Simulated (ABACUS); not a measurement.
Input of an ABACUS 3.10.1 run:

The input run_abacus.py:

```python
"""ABACUS run from a structure file: ASE reads it, the script writes STRU, KPT and INPUT."""
import re
import subprocess
from ase.io import read
from ase.units import Bohr

atoms = read("C.xyz")
atoms = atoms[(-atoms.numbers).argsort(kind="stable")]  # ABACUS lists atoms element by element
pseudo = {'C': 'C.upf'}
orbital = {'C': 'C_confined-atom_6au_2s2p1d.orb'}
magmoms = None
kmesh = [8, 8, 2]
params = {
    'suffix': 'C',
    'calculation': 'cell-relax',
    'basis_type': 'lcao',
    'pseudo_dir': './',
    'orbital_dir': './',
    'symmetry': 1,
    'dft_functional': 'pbe',
    'ecutwfc': 100,
    'pseudo_rcut': 7,
    'nspin': 1,
    'nbands': 29,
    'ks_solver': 'genelpa',
    'smearing_method': 'fd',
    'smearing_sigma': 0.00367493,
    'scf_thr': 1e-07,
    'scf_nmax': 100,
    'mixing_type': 'broyden',
    'mixing_beta': 0.7,
    'cal_force': 1,
    'cal_stress': 1,
    'out_mul': 1,
    'relax_nmax': 60,
    'force_thr_ev': 0.02,
    'relax_method': 'cg',
    'out_stru': 1,
    'stress_thr': 1,
    'press1': 50,
    'press2': 50,
    'press3': 50,
}

symbols = atoms.get_chemical_symbols()
elements = list(dict.fromkeys(symbols))
lines = ["ATOMIC_SPECIES"] + [f"{e} {atoms.get_masses()[symbols.index(e)]:.4f} {pseudo[e]}" for e in elements]
if orbital:
    lines += ["", "NUMERICAL_ORBITAL"] + [orbital[e] for e in elements]
lines += ["", "LATTICE_CONSTANT", f"{1 / Bohr:.10f}", "", "LATTICE_VECTORS"]
lines += [" ".join(f"{x:.10f}" for x in v) for v in atoms.cell]
lines += ["", "ATOMIC_POSITIONS", "Direct"]
for e in elements:
    lines += ["", e, "0.0", str(symbols.count(e))]
    for i, p in enumerate(atoms.get_scaled_positions(wrap=False)):
        if symbols[i] == e:
            mag = "" if magmoms is None else " mag " + " ".join(str(x) for x in (magmoms[i] if isinstance(magmoms[i], list) else [magmoms[i]]))
            lines.append(" ".join(f"{x:.10f}" for x in p) + " 1 1 1" + mag)
open("STRU", "w").write("\n".join(lines) + "\n")
open("KPT", "w").write("K_POINTS\n0\nGamma\n%d %d %d 0 0 0\n" % tuple(kmesh))
open("INPUT", "w").write("INPUT_PARAMETERS\n" + "".join(f"{k:<20s}{v}\n" for k, v in params.items()))

done = subprocess.run(['mpirun', '-np', '4', 'abacus'])
if done.returncode:
    raise SystemExit(done.returncode)
log = open("OUT.C/running_cell-relax.log").read()
print("final energy (eV):", re.findall(r"FINAL_ETOT_IS (\S+)", log))
```

C.xyz

```xyz
12
Lattice="2.5221000000 0.0000000000 0.0000000000 -1.2610500000 2.1842026709 0.0000000000 0.0000000000 0.0000000000 12.3557000000" Properties=species:S:1:pos:R:3 pbc="T T T"
C      1.2610500001      0.7280675569      4.3760182690
C     -0.0000000001      1.4561351140     10.5538682690
C      1.2610500001      0.7280675569      1.8018317310
C     -0.0000000001      1.4561351140      7.9796817310
C      1.2610500001      0.7280675569      5.9204807690
C     -0.0000000001      1.4561351140     12.0983307690
C      1.2610500001      0.7280675569      0.2573692310
C     -0.0000000001      1.4561351140      6.4352192310
C      0.0000000000      0.0000000000     10.0390062500
C      0.0000000000      0.0000000000      3.8611562500
C      0.0000000000      0.0000000000      8.4945437500
C      0.0000000000      0.0000000000      2.3166937500
```

Potentials or basis: PseudoDojo NC SR 0.4.1 PBE standard, DZP LCAO (the cutoffs set its grid).

Command:

```sh
$ OMP_NUM_THREADS=1 python run_abacus.py > log
```

Q: Estimate the space group after relaxing (to 0.05 Å).

A: P6_3/mmc (No. 194).

Q: What does it give for the relaxed cell?

A: a = 2.518 Å, b = 2.518 Å, c = 12.415 Å, α = 90.00°, β = 90.00°, γ = 120.00°.

Q: Estimate the relaxed volume.

A: 5.68 Å³/atom.

Final structure:
```
C
1.0
     2.51825    0.00000    0.00000
    -1.25913    2.18087    0.00000
     0.00000    0.00000   12.41535
C
12
Cartesian
  1.2591 0.7270 4.4062
  0.0000 1.4539 10.6139
  1.2591 0.7270 1.8015
  0.0000 1.4539 8.0092
  1.2591 0.7270 5.9497
  0.0000 1.4539 12.1573
  1.2591 0.7270 0.2580
  0.0000 1.4539 6.4657
  0.0000 0.0000 10.0950
  0.0000 0.0000 3.8873
  0.0000 0.0000 8.5280
  0.0000 0.0000 2.3203
```

Caveat: the atomic orbitals were generated for these runs and aren't a published set; the basis of atomic orbitals isn't converged, which shifts pressures, moduli and gaps.
